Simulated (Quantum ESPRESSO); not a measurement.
Runs of Quantum ESPRESSO 7.5 on As. The typed cell holds 1 atom: a = 2.999 Å, b = 2.598 Å, c = 2.582 Å, α = 78.73°, β = 76.84°, γ = 93.49°. 

| task | level | potentials or basis | cutoff (eV) | smearing | gap on the mesh (eV) | pressure (GPa) |
| --- | --- | --- | --- | --- | --- | --- |
| single point | PBE | PseudoDojo 0.4.1 SR PBEsol standard | 1143 | fermi-dirac 0.2 eV | none | 7.8 |
| single point | PBE | SSSP 1.3 efficiency PBE | 748 | fermi-dirac 0.05 eV | none | 7.6 |
| real-space fields | BP86 | PseudoDojo 0.5 SR PBE stringent | 1415 | gaussian 0.05 eV | none | (a) |
| real-space fields | PBE+D3(BJ) | GBRV 1.5 PBE | 612 | methfessel-paxton 0.136 eV | none | 4.5 |

Alike in all rows: no spin polarisation; cell as given; k mesh 9 × 10 × 11.

Fill in the values left out.

(a) 9.1.

Caveats: the potentials were made for another functional, which shifts forces and pressure (some runs); pairwise dispersion overbinds metals, which lowers pressure and volume (some runs).

A k mesh can miss the band edges, and the runs leave out spin-orbit coupling on As.

A gap of «none» marks a metal or a gap under the smearing width.

The runs don't all hold the same shells in valence.
